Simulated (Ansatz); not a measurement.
**CaF2 (Fm-3m) from LDA to hybrids**

From the experimental literature:
- ε⁰: 6.483 ± 0.026 (real relative permittivity at 29.25 GHz, 15 K; 15 K; TE011 dielectric resonator; Microwave value at 29.25 GHz; abstract gives 6.484 at 15 K; uncertainty dominated by sample dimensions; “Microwave characterisation of CaF2 at cryogenic temperatures using a dielectric resonator technique”, 2012, arxiv:1209.0110)
- Raman mode: 320 cm⁻¹ (T2g; Raman spectroscopy, 532 nm excitation; natural fluorite with impurities; measured on colourless or light-coloured parts of samples 1 and 2; “Mineralogical Characteristics and Luminescent Properties of Natural Fluorite with Three Different Colors”, 2022, pmc:8949251)

The calculated numbers come from the plane-wave code Ansatz. No spin polarisation and no zero-point or thermal motion.

Structure: a 3-atom cell of CaF2 started from a crystallographic database, at its r2SCAN minimum. Ca has 8 F at 2.36 Å; F has 4 Ca at 2.36 Å.

Space group Fm-3m (No. 225). a = 5.439 Å, b = 5.439 Å, c = 5.439 Å, α = 90.00°, β = 90.00°, γ = 90.00°
```json
{"atom": "Ca", "site": "4a", "symmetry": "m-3m", "x": "0.0000", "y": "0.0000", "z": "0.0000"}
{"atom": "F", "site": "8c", "symmetry": "-43m", "x": "0.2500", "y": "0.7500", "z": "0.7500"}
```

Relaxed lattice by functional, symmetry kept:
```csv
functional,k mesh,a (Å),volume (Å³/atom)
PBE,8×8×8,5.510,13.94
r2SCAN,8×8×8,5.439,13.41
PBEsol,8×8×8,5.421,13.27
LDA,8×8×8,5.326,12.59
HSE06,6×6×6,5.468,13.62
```

On this one geometry the levels give:
```
                                    level  k mesh  gap (eV)      kind         edges  least direct gap (eV)        rough cost
                                      LDA   8×8×8      7.00  indirect         X → Γ                   7.26  1.1 core-seconds
                                      PBE   8×8×8      7.38  indirect         X → Γ                   7.63  1.3 core-seconds
                                   r2SCAN   8×8×8      8.03  indirect         X → Γ                   8.29    2 core-seconds
                                    HSE06   6×6×6      9.45  indirect         X → Γ                   9.72   40 core-seconds
                                 DDH-PBE0   6×6×6     12.40  indirect         X → Γ                  12.68   50 core-seconds
                                     PBE0   6×6×6     10.21  indirect         X → Γ                  10.48   40 core-seconds
                                  r2SCAN0   6×6×6     10.60  indirect         X → Γ                  10.87   70 core-seconds
G0W0@PBE (120 empty bands, 120 eV, 4×4×4)   4×4×4     10.42         –  X → Γ (mesh)                      –    8 core-seconds
G0W0@PBE (298 empty bands, 220 eV, 4×4×4)   4×4×4     10.63         –  X → Γ (mesh)                      –   40 core-seconds
```
PBE: smearing of 0.02 eV; the others have fixed occupations.
Wave cutoffs: 420 eV, 500 eV (r2SCAN, r2SCAN0). Set aside, since their points miss a band edge that the other levels read or their mesh is too coarse: LC-ωPBE.
The G0W0 gap is PBE's gap over the path plus the quasiparticle shift read on the mesh. No extrapolation in bands, cutoff or mesh was made for G0W0.
Costs come from shared machines and give only the order; PBE's includes the band path.

HSE06 gives an indirect gap of 9.45 eV, from X to Γ; the least direct gap is 9.72 eV at Γ.

r2SCAN covers 32 % of the step from PBE to HSE06, while HSE06 needs about 21 times r2SCAN's cost (on a coarser mesh). All these functionals give a gap of the same kind, indirect.

r2SCAN (ground state on 6×6×6): ε∞: 2.19 in all directions. Born charges, averaged over directions: Ca +2.35, F -1.17 e. PBE (ground state on 6×6×6): The electronic dielectric tensor ε∞ is 2.29 in all directions. Born charges, averaged over directions: Ca +2.37, F -1.19 e.

On the PBEsol cell (a = 5.421 Å), with PBEsol: The zone-centre optical frequencies run from 249 to 319 cm⁻¹, none imaginary (the rest of the zone wasn't tested). With the long-range field the highest mode reaches 464 cm⁻¹. The electronic dielectric tensor ε∞ is 2.32 in all directions. With the ions relaxed, ε⁰ is 8.1 in all directions. Born charges, averaged over directions: Ca +2.38, F -1.19 e.

Calculation and measurement side by side:
- ε⁰, measured 6.483: PBEsol gives 8.09 in all directions.
- Raman mode at 320 cm⁻¹ (T2g): the nearest PBEsol mode at Γ lies at 319 cm⁻¹ (-0.4 %).
Reports marked as nanostructured, strained, doped, implanted or mixed samples, and transport gaps, were set aside. Modes are paired by degeneracy and infrared activity, where the label gives them, and frequency; they are harmonic.

The meshes of the hybrids are coarse, so their gaps aren't converged to the digits shown.
